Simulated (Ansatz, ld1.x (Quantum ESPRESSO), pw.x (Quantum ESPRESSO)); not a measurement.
# pw.x on diamond Se: one setting changed

Potential: ultrasoft, ld1.x (Quantum ESPRESSO) 7.5, PBE; core [Ar] 3d10, reference 4s2 4p4; waves: 4s (bound): rcut 1.05, rcutus 1.30 bohr; 4s channel at -0.35 Ry: rcut 1.05, rcutus 1.30 bohr; 4p (bound): rcut 1.26, rcutus 1.34 bohr; 4p channel at 4.75 Ry: rcut 1.26, rcutus 1.34 bohr; 4d channel at 0.05 Ry: rc 2.10 bohr; local part: the d channel; core correction: none; augmentation: built from norm-conserving waves at rcut, not smoothed further.

The reference run (k-mesh 8³, cutoffs 60/600 Ry, Fermi–Dirac 0.01 Ry, mixing_beta 0.4, conv_thr 1e-9, no spin) gives 0.27 GPa at 31.707 Å³/atom, where all-electron LAPW gives 0.07 GPa. This run, with its own iteration cap, changes smearing to gauss.

```
&control
  calculation='scf', prefix='x', pseudo_dir='./', outdir='./tmp', tstress=.true., disk_io='none'
/
&system
  ibrav=0, nat=2, ntyp=1, ecutwfc=60, ecutrho=600, nbnd=14,
  occupations='smearing', smearing='gauss', degauss=0.01
/
&electrons
  conv_thr=1e-09, mixing_beta=0.4, electron_maxstep=50
/
ATOMIC_SPECIES
Se 1.0 Se.UPF
CELL_PARAMETERS angstrom
  0.00000000 3.16508262 3.16508262
  3.16508262 0.00000000 3.16508262
  3.16508262 3.16508262 0.00000000
ATOMIC_POSITIONS crystal
Se 0.0000 0.0000 0.0000
Se 0.2500 0.2500 0.2500
K_POINTS automatic
8 8 8 0 0 0
```

```bash
pw.x < Se.scf.in > Se.scf.out
```

Problem. How does the run end?

Solution. It converges in 6 iterations; the free energy moves by +22.6 meV/atom and the pressure by -0.01 GPa. Gaussian smearing of the same width is narrower in effect than Fermi–Dirac, so its quadratic term in F is smaller.

```
Message from routine setup:
     using ibrav=0 with symmetry is DISCOURAGED, use correct ibrav instead
     lattice parameter (alat)  =       8.4586  a.u.
     unit-cell volume          =     427.9389 (a.u.)^3
     number of electrons       =        12.00
     number of Kohn-Sham states=           14
     kinetic-energy cutoff     =      60.0000  Ry
     charge density cutoff     =     600.0000  Ry
     scf convergence threshold =      1.0E-09
     Exchange-correlation= PBE
     number of k points=    29  Gaussian smearing, width (Ry)=  0.0100
     iteration #  1     ecut=    60.00 Ry     beta= 0.40
     total energy              =     -37.73828826 Ry
     estimated scf accuracy    <       0.00249799 Ry
     iteration #  2     ecut=    60.00 Ry     beta= 0.40
     total energy              =     -37.73827238 Ry
     estimated scf accuracy    <       0.00083932 Ry
     iteration #  3     ecut=    60.00 Ry     beta= 0.40
     total energy              =     -37.73829618 Ry
     estimated scf accuracy    <       0.00000212 Ry
     iteration #  4     ecut=    60.00 Ry     beta= 0.40
     total energy              =     -37.73829705 Ry
     estimated scf accuracy    <       0.00000017 Ry
     iteration #  5     ecut=    60.00 Ry     beta= 0.40
     total energy              =     -37.73829711 Ry
     estimated scf accuracy    <       0.00000003 Ry
     iteration #  6     ecut=    60.00 Ry     beta= 0.40
     the Fermi energy is     3.8557 ev
!    total energy              =     -37.73829713 Ry
     estimated scf accuracy    <          4.5E-10 Ry
     smearing contrib. (-TS)   =      -0.00128459 Ry
     The total energy is F=E-TS. E is the sum of the following terms:
     one-electron contribution =      -2.66091389 Ry
     hartree contribution      =       5.41808842 Ry
     xc contribution           =      -8.07147972 Ry
     ewald contribution        =     -32.42270735 Ry
     convergence has been achieved in   6 iterations
          total   stress  (Ry/bohr**3)                   (kbar)     P=        2.57
     Message from routine punch:
     Nothing written, as per user request (disk_io='none')
```

The run took about 23 s on one core of a shared host (Neoverse-V1, 32 threads, 247 GiB, load 10).
